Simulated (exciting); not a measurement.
# W (Im-3m) in exciting: reference runs

Reference runs on W: the cell as given and a disturbed copy.

Everything below comes from runs of exciting (release sodium). Logs are shortened: lines on timing, memory, paths and dates and some standing lists are left out, and cuts for length are marked.

### 1 The structure

Symmetry: Im-3m, No. 229, cubic system. The conventional cell has a = 3.165 Å, b = 3.165 Å, c = 3.165 Å, α = 90.00°, β = 90.00°, γ = 90.00°. W (site symmetry m-3m) is surrounded by 8 W at 2.74 Å.

### 2 Single point, PBEsol

The input, input.xml:

```xml
<input>
  <title>W</title>
  <structure speciespath="./" tshift="false">
    <crystal scale="1">
      <basevect>-2.990198684671 2.990198684671 2.990198684671</basevect>
      <basevect>2.990198684671 -2.990198684671 2.990198684671</basevect>
      <basevect>2.990198684671 2.990198684671 -2.990198684671</basevect>
    </crystal>
    <species speciesfile="W.xml" rmt="2.3">
      <atom coord="0.000000000000 0.000000000000 0.000000000000"/>
    </species>
  </structure>
  <groundstate do="fromscratch" ngridk="12 12 12" rgkmax="9" gmaxvr="14" lmaxapw="10" lmaxmat="10" lmaxvr="8" xctype="GGA_PBE_SOL" stype="Fermi Dirac" swidth="0.00183747" nempty="12" ValenceRelativity="iora*" epsengy="1e-05" epspot="1e-05" maxscl="60" tforce="true" outputlevel="normal"/>
  <properties>
    <chargedensityplot>
      <plot3d>
        <box grid="14 14 14">
          <origin coord="0 0 0"/>
          <point coord="1 0 0"/>
          <point coord="0 1 0"/>
          <point coord="0 0 1"/>
        </box>
      </plot3d>
    </chargedensityplot>
    <elfplot>
      <plot3d>
        <box grid="14 14 14">
          <origin coord="0 0 0"/>
          <point coord="1 0 0"/>
          <point coord="0 1 0"/>
          <point coord="0 0 1"/>
        </box>
      </plot3d>
    </elfplot>
    <exccplot>
      <plot3d>
        <box grid="14 14 14">
          <origin coord="0 0 0"/>
          <point coord="1 0 0"/>
          <point coord="0 1 0"/>
          <point coord="0 0 1"/>
        </box>
      </plot3d>
    </exccplot>
  </properties>
</input>
```

Potentials or basis: all-electron LAPW+lo, shipped species files, valence relativity iora*.

Launch:

```bash
$ OMP_NUM_THREADS=1 exciting_smp
```

INFO.OUT:

```text
================================================================================
EXCITING SODIUM started
[... 10 lines left out ...]

 Lattice vectors (cartesian) :
     -2.9901986847      2.9901986847      2.9901986847
      2.9901986847     -2.9901986847      2.9901986847
      2.9901986847      2.9901986847     -2.9901986847

 Reciprocal lattice vectors (cartesian) :
      0.0000000000      1.0506300701      1.0506300701
      1.0506300701      0.0000000000      1.0506300701
      1.0506300701      1.0506300701      0.0000000000

 Unit cell volume                           :     106.9449125463
 Brillouin zone volume                      :       2.3194204150

 Species :    1 (W)
     parameters loaded from                 :    W.xml
     name                                   :    tungsten
     nuclear charge                         :     -74.00000000
     electronic charge                      :      74.00000000
     atomic mass                            :  335119.81910000
     muffin-tin radius                      :       2.30000000
     # of radial points in muffin-tin       :     450

     atomic positions (lattice) :
       1 :   0.00000000  0.00000000  0.00000000

 Total number of atoms per unit cell        :       1

 Spin treatment                             :    spin-unpolarised

 Number of Bravais lattice symmetries       :      48
 Number of crystal symmetries               :      48

 k-point grid                               :      12   12   12
 Total number of k-points                   :      72
 k-point set is reduced with crystal symmetries

 R^MT_min * |G+k|_max (rgkmax)              :       9.00000000
 Species with R^MT_min                      :       1 (W)
 Maximum |G+k| for APW functions            :       3.91304348
 Maximum |G| for potential and density      :      14.00000000

 G-vector grid sizes                        :      24    24    24
 Total number of G-vectors                  :    4921

 Maximum angular momentum used for
     APW functions                          :      10
     computing H and O matrix elements      :      10
     potential and density                  :       8
     inner part of muffin-tin               :       2

 Total nuclear charge                       :     -74.00000000
 Total electronic charge                    :      74.00000000
 Total core charge                          :      46.00000000
 Total valence charge                       :      28.00000000

 Number of empty states                     :      12
 Total number of valence states             :      27

 Maximum Hamiltonian size                   :     143
 Maximum number of plane-waves              :     116
 Total number of local-orbitals             :      27

 Exchange-correlation type                  :      22
     PBEsol, Phys. Rev. Lett. 100, 136406 (2008)
     Generalised gradient approximation (GGA)

 Smearing scheme                            :    Fermi-Dirac
 Smearing width                             :       0.00183747

 Using multisecant Broyden potential mixing
[... 6 lines left out ...]
* Groundstate module started                                                   *
********************************************************************************
 Output level for this task is set to normal

++++++++++++++++++++++++++++++++++++++++++++++++++++++++++++++++++++++++++++++++
[... 5 lines left out ...]
+ SCF iteration number :    1                                                  +
++++++++++++++++++++++++++++++++++++++++++++++++++++++++++++++++++++++++++++++++
 Total energy                               :    -16146.75273966
 _______________________________________________________________
 Fermi energy                               :         0.58108988
 Kinetic energy                             :     18216.26561491
 Coulomb energy                             :    -34042.65657406
 Exchange energy                            :      -315.31636401
 Correlation energy                         :        -5.04541651

 DOS at Fermi energy (states/Ha/cell)       :         9.50310534

 Electron charges :
     core                                   :        46.00000000
     core leakage                           :         0.00000540
     valence                                :        28.00000000
     interstitial                           :         2.81554635
     charge in muffin-tin spheres :
                  atom     1     W          :        71.18445365
     total charge in muffin-tins            :        71.18445365
     total charge                           :        74.00000000

++++++++++++++++++++++++++++++++++++++++++++++++++++++++++++++++++++++++++++++++
+ SCF iteration number :    2                                                  +
++++++++++++++++++++++++++++++++++++++++++++++++++++++++++++++++++++++++++++++++
 Total energy                               :    -16156.11662264
 _______________________________________________________________
 Fermi energy                               :         0.57315961
 Kinetic energy                             :     18210.99947186
 Coulomb energy                             :    -34046.58428931
 Exchange energy                            :      -315.48517328
 Correlation energy                         :        -5.04663192

 DOS at Fermi energy (states/Ha/cell)       :        10.26491966

 Electron charges :
     core                                   :        46.00000000
     core leakage                           :         0.00000523
     valence                                :        28.00000000
     interstitial                           :         2.76278436
     charge in muffin-tin spheres :
                  atom     1     W          :        71.23721564
     total charge in muffin-tins            :        71.23721564
     total charge                           :        74.00000000
[... 225 lines left out ...]
 RMS change in effective potential (target) :  0.242006E-08  ( 0.100000E-04)
 Absolute change in total energy   (target) :  0.209201E-05  ( 0.100000E-04)
 Charge distance                   (target) :  0.550573E-08  ( 0.100000E-04)
 Abs. change in max-nonIBS-force   (target) :   0.00000      ( 0.500000E-04)

++++++++++++++++++++++++++++++++++++++++++++++++++++++++++++++++++++++++++++++++
+ SCF iteration number :   11                                                  +
++++++++++++++++++++++++++++++++++++++++++++++++++++++++++++++++++++++++++++++++
 Total energy                               :    -16161.40299408
 _______________________________________________________________
 Fermi energy                               :         0.56564427
 Kinetic energy                             :     18206.96826056
 Coulomb energy                             :    -34047.75731557
 Exchange energy                            :      -315.56688301
 Correlation energy                         :        -5.04705605

 DOS at Fermi energy (states/Ha/cell)       :        18.03758252

 Electron charges :
     core                                   :        46.00000000
     core leakage                           :         0.00000514
     valence                                :        28.00000000
     interstitial                           :         2.69235642
     charge in muffin-tin spheres :
                  atom     1     W          :        71.30764358
     total charge in muffin-tins            :        71.30764358
     total charge                           :        74.00000000

 RMS change in effective potential (target) :  0.278462E-08  ( 0.100000E-04)
 Absolute change in total energy   (target) :  0.252176E-06  ( 0.100000E-04)
 Charge distance                   (target) :  0.299567E-09  ( 0.100000E-04)
 Abs. change in max-nonIBS-force   (target) :   0.00000      ( 0.500000E-04)

++++++++++++++++++++++++++++++++++++++++++++++++++++++++++++++++++++++++++++++++
| Convergency criteria checked for the last 2 iterations                       +
| Convergence targets achieved. Performing final SCF iteration                 +
++++++++++++++++++++++++++++++++++++++++++++++++++++++++++++++++++++++++++++++++
 Total energy                               :    -16161.40299349
 _______________________________________________________________
 Fermi energy                               :         0.56564427
 Kinetic energy                             :     18206.96826087
 Coulomb energy                             :    -34047.75731530
 Exchange energy                            :      -315.56688300
 Correlation energy                         :        -5.04705605

 DOS at Fermi energy (states/Ha/cell)       :        18.03758343

 Electron charges :
     core                                   :        46.00000000
     core leakage                           :         0.00000514
     valence                                :        28.00000000
     interstitial                           :         2.69235642
     charge in muffin-tin spheres :
                  atom     1     W          :        71.30764358
     total charge in muffin-tins            :        71.30764358
     total charge                           :        74.00000000

++++++++++++++++++++++++++++++++++++++++++++++++++++++++++++++++++++++++++++++++
+ Self-consistent loop stopped                                                 +
++++++++++++++++++++++++++++++++++++++++++++++++++++++++++++++++++++++++++++++++
 STATE.OUT is written

--------------------------------------------------------------------------------
- Writing atomic positions and forces                                          -
--------------------------------------------------------------------------------

 Atomic positions (lattice) :
 atom     1   W  :     0.00000000    0.00000000    0.00000000

 Total atomic forces including IBS (cartesian) :
 atom     1   W  :     0.00000000    0.00000000    0.00000000

 Atomic force components including IBS (cartesian) :
 atom     1   W  :     0.00000000    0.00000000    0.00000000   HF force
                 :     0.00000000    0.00000000    0.00000000   core correction
                 :     0.00000000    0.00000000    0.00000000   IBS correction

********************************************************************************
* Groundstate module stopped                                                   *
********************************************************************************

--------------------------------------------------------------------------------
- CAUTION! Warnings have been written in file WARNING.OUT !                    -
--------------------------------------------------------------------------------
================================================================================
| EXCITING SODIUM stopped                                                      =
================================================================================
```

It took 47 s on 1 thread of Arm Neoverse V2, shared host; peak memory 0.1 GiB.

Results:

- Free energy: -439774.1842 eV
- Band gap on the k mesh: none (metal or under the smearing width)
- All electrons inside the program's atomic spheres: W 71.31 (radii W 2.3 bohr)

Caveat: the log's total energy holds no entropy term; the free energy is that total less TS from the occupations.

### 3 Single point, PBEsol (cell strained at random at fixed volume)

The input, input.xml:

```xml
<input>
  <title>W</title>
  <structure speciespath="./" tshift="false">
    <crystal scale="1">
      <basevect>-2.919250807048 3.052051310456 3.082190552418</basevect>
      <basevect>2.969035641801 -2.920093624900 3.000017701615</basevect>
      <basevect>2.920942111930 2.921786819507 -2.950232866861</basevect>
    </crystal>
    <species speciesfile="W.xml" rmt="2.3">
      <atom coord="0.010931000000 0.007703000000 0.022973000000"/>
    </species>
  </structure>
  <groundstate do="fromscratch" ngridk="12 12 12" rgkmax="9" gmaxvr="14" lmaxapw="10" lmaxmat="10" lmaxvr="8" xctype="GGA_PBE_SOL" stype="Fermi Dirac" swidth="0.00183747" nempty="12" ValenceRelativity="iora*" epsengy="1e-05" epspot="1e-05" maxscl="60" tforce="true" outputlevel="normal"/>
</input>
```

Potentials or basis: all-electron LAPW+lo, shipped species files, valence relativity iora*.

Launch:

```bash
$ OMP_NUM_THREADS=1 exciting_smp
```

It took 6.7 min on 1 thread of Arm Neoverse V2, shared host; peak memory 0.11 GiB.

Results (log left out):

| Quantity | Value |
| --- | --- |
| Free energy | -439774.1621 eV |
| Band gap on the k mesh | none (metal or under the smearing width) |
| All electrons inside the program's atomic spheres | W 71.31 (radii W 2.3 bohr) |

Levels at points of the mesh, in eV from the Fermi level:
```tsv
k point	band 12	band 13	band 14	band 15	band 16	band 17
(0.00, 0.00, 0.00)	-9.61	-1.56	-1.42	-0.67	2.09	2.53
(0.50, 0.00, 0.00)	-6.30	-3.46	0.30	2.18	3.40	5.87
(0.00, 0.50, 0.00)	-6.26	-3.58	0.63	2.20	3.35	6.04
(0.50, 0.50, 0.00)	-6.24	-3.78	0.91	2.47	3.33	6.25
(0.00, 0.00, 0.50)	-6.24	-3.76	0.91	2.45	3.30	6.18
(0.50, 0.00, 0.50)	-6.23	-3.49	0.91	1.97	3.09	6.27
(0.00, 0.50, 0.50)	-6.22	-3.21	1.02	1.60	2.66	6.49
(0.50, 0.50, 0.50)	-5.85	-5.79	4.66	5.26	5.72	7.79
```

Caveat: the log's total energy holds no entropy term; the free energy is that total less TS from the occupations. The run has no spin-orbit coupling, so splittings on W are missing.
